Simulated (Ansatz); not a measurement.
# Mo3N: the cost of one run

Program: Ansatz 0.2.0. Level of theory: DFT PBE, scalar-relativistic, plane waves, PAW. These are calculated values, not measurements.

**1. The starting structure**

The structure is cubic, space group Pm-3n (No. 223). Conventional cell: a = 4.735 Å, b = 4.735 Å, c = 4.735 Å, α = 90.00°, β = 90.00°, γ = 90.00°. Around Mo (site symmetry -4m2) lie 2 Mo at 2.37 Å and 4 N at 2.65 Å. N (site symmetry m-3) is surrounded by 12 Mo at 2.65 Å.

Coordinates:

```cif
data_structure
_symmetry_space_group_name_H-M 'P 1'
_symmetry_Int_Tables_number 1
_cell_length_a 4.7354
_cell_length_b 4.7354
_cell_length_c 4.7354
_cell_angle_alpha 90.000
_cell_angle_beta 90.000
_cell_angle_gamma 90.000
_cell_volume 106.19
loop_
_atom_site_label
_atom_site_type_symbol
_atom_site_fract_x
_atom_site_fract_y
_atom_site_fract_z
_atom_site_occupancy
Mo1 Mo 0.00000 0.50000 0.25000 1
Mo2 Mo 0.00000 0.50000 0.75000 1
Mo3 Mo 0.25000 0.00000 0.50000 1
Mo4 Mo 0.75000 0.00000 0.50000 1
Mo5 Mo 0.50000 0.75000 0.00000 1
Mo6 Mo 0.50000 0.25000 0.00000 1
N1 N 0.00000 0.00000 0.00000 1
N2 N 0.50000 0.50000 0.50000 1
```

(A quick probe on a coarse mesh, which set the mesh and smearing, is not shown.)

**3. Full relaxation**

input.yaml

```yaml
crystal:
  lattice:
    - [4.7354392841, 0.0, 0.0]
    - [0.0, 4.7354392841, 0.0]
    - [0.0, 0.0, 4.7354392841]
  atoms:
    - { symbol: Mo, position: [0.0, 0.5, 0.25] }
    - { symbol: Mo, position: [0.0, 0.5, 0.75] }
    - { symbol: Mo, position: [0.25, 0.0, 0.5] }
    - { symbol: Mo, position: [0.75, 0.0, 0.5] }
    - { symbol: Mo, position: [0.5, 0.75, 0.0] }
    - { symbol: Mo, position: [0.5, 0.25, 0.0] }
    - { symbol: "N", position: [0.0, 0.0, 0.0] }
    - { symbol: "N", position: [0.5, 0.5, 0.5] }
basis:
  ecutwfc: 420
kpoints:
  mp_grid: { grid: [8, 8, 8] }
hamiltonian:
  xc: pbe
scf:
  occupations: { method: gaussian, width: 0.1 }
output:
  forces: true
  stress: true
  eigenvalues: true
relax:
  adjacent_minimum: "off"
  f_tol: 0.01
  max_steps: 80
  cell: { stress_tol: 0.05 }
```

On the command line:

```console
$ ansatz run input.yaml --threads 1 --pin off --max-ram 2560MiB --backend cpu --events-out ev --progress --plain --runs-dir out
```

Q: Estimate wall time and peak memory on 1 thread of Arm Neoverse V2, shared host.

About 51 s, with a peak of 0.45 GiB.
